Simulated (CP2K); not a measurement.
Crystal: KI.

```
CELL_PARAMETERS angstrom
4.29120 0.00000 0.00000
0.00000 4.29120 0.00000
0.00000 0.00000 4.29120
ATOMIC_POSITIONS crystal
I 0.50000 0.50000 0.50000
K 0.00000 0.00000 0.00000
```

Measurements of this composition are mostly on another form, of space group No. 225.

Base run:

| Item | Value |
| --- | --- |
| Program | CP2K 2026.2 |
| Functional | LDA |
| Potentials or basis | POTENTIAL_UZH I GTH-PBE-q7, K GTH-PBE-q9; TZVP-MOLOPT-PBE-GTH basis |
| Density cutoff | 9184 eV |
| k mesh | 6 × 6 × 6 |
| Occupations | fermi-dirac, width 0.05 eV |
| Spin | no spin polarisation |

Its results: band gap on the k mesh 2.89 eV, indirect (least direct gap 3.27 eV); pressure -1.4 GPa.

Task: The run is repeated on the same cell with these changes: functional from LDA to PBEsol. What comes out?

Result: Band gap on the k mesh 3.12 eV, indirect (least direct gap 3.49 eV); pressure -0.4 GPa.

PBEsol binds less tightly than LDA, so the same cell stands under more pressure.

Caveats: the potentials were made for another functional, which shifts forces and pressure; spin-orbit coupling is left out, which moves the levels of the heavy elements; the basis of atomic orbitals isn't converged, which shifts pressures, moduli and gaps.

A k mesh can miss the band edges.
